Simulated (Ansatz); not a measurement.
Computed with DFT PBE, scalar-relativistic, plane waves, PAW (Ansatz 0.2.0). Settings: cutoff 420 eV, Γ-centred meshes spaced at most about 0.3 Å⁻¹, and about 0.25 Å⁻¹ or finer for metals (2π included), Gaussian smearing. No spin polarisation.

All energies are static (0 K, no zero-point motion).

Two relaxed structures of Sn₆Ge:

A.

```yaml
crystal:
  lattice:
    - [3.13697, 1.81113, 5.56582]
    - [-3.13697, 1.81113, 5.56582]
    - [0.00000, -3.62226, 5.56582]
  atoms:
    - { symbol: Sn, position: [0.30478, 0.91845, 0.50874] }
    - { symbol: Sn, position: [0.50874, 0.30478, 0.91845] }
    - { symbol: Sn, position: [0.08155, 0.49126, 0.69522] }
    - { symbol: Sn, position: [0.49126, 0.69522, 0.08155] }
    - { symbol: Sn, position: [0.69522, 0.08155, 0.49126] }
    - { symbol: Sn, position: [0.91845, 0.50874, 0.30478] }
    - { symbol: Ge, position: [0.00000, 0.00000, 0.00000] }
```

B.

```yaml
crystal:
  lattice:
    - [8.49296, 0.00000, 0.00000]
    - [-4.24648, 7.35512, 0.00000]
    - [0.00000, 0.00000, 3.05298]
  atoms:
    - { symbol: Sn, position: [0.85459, 0.58052, 0.00000] }
    - { symbol: Sn, position: [0.58052, 0.72593, 0.00000] }
    - { symbol: Sn, position: [0.14541, 0.41948, 0.00000] }
    - { symbol: Sn, position: [0.41948, 0.27407, 0.00000] }
    - { symbol: Sn, position: [0.27407, 0.85459, 0.00000] }
    - { symbol: Sn, position: [0.72593, 0.14541, 0.00000] }
    - { symbol: Ge, position: [0.00000, 0.00000, 0.00000] }
```

Question: Which form is favoured at zero pressure, and by what margin per atom?

Answer: They are level within the accuracy (6 meV/atom apart, with B the lower in these runs). A has space group R-3 (No. 148), 27.1 Å³/atom and no gap on its mesh; B has space group P6/m (No. 175), 27.2 Å³/atom and no gap. Counting Sn atoms around Ge (those within 1.25 times the shortest such distance or 1.15 times the sum of covalent radii, 1.27 where that leaves under three; the shortest distance is added where it exceeds 1.18 times the sum of covalent radii), A has Ge 6 and B has Ge 6 from 3.1 Å. Even the lower one lies +0.09 eV/atom against the reference forms of the elements (uncorrected), so neither is stable at this level. In A, Sn is surrounded by 1 Ge at 2.91 Å, 7 Sn at 3.24–3.40 Å and 1 Sn at 3.62 Å; Ge has 6 Sn at 2.91 Å. In B, around Sn lie 7 Sn at 3.05–3.37 Å and 1 Ge at 3.13 Å; Ge is surrounded by 2 Ge at 3.05 Å and 6 Sn at 3.13 Å. Both come from invented guesses. The lowest form computed isn't among them: it has Sn and Ge ordered on diamond sites, space group R-3 (No. 148), 34.7 Å³/atom and lies 74 meV/atom below the best shown.

The k mesh leaves some 4 meV/atom of noise in the energy of each metallic cell. Cells relaxed within their symmetry can be saddle points. Some types were kept out of the candidates beforehand, so the set may lack a known form.
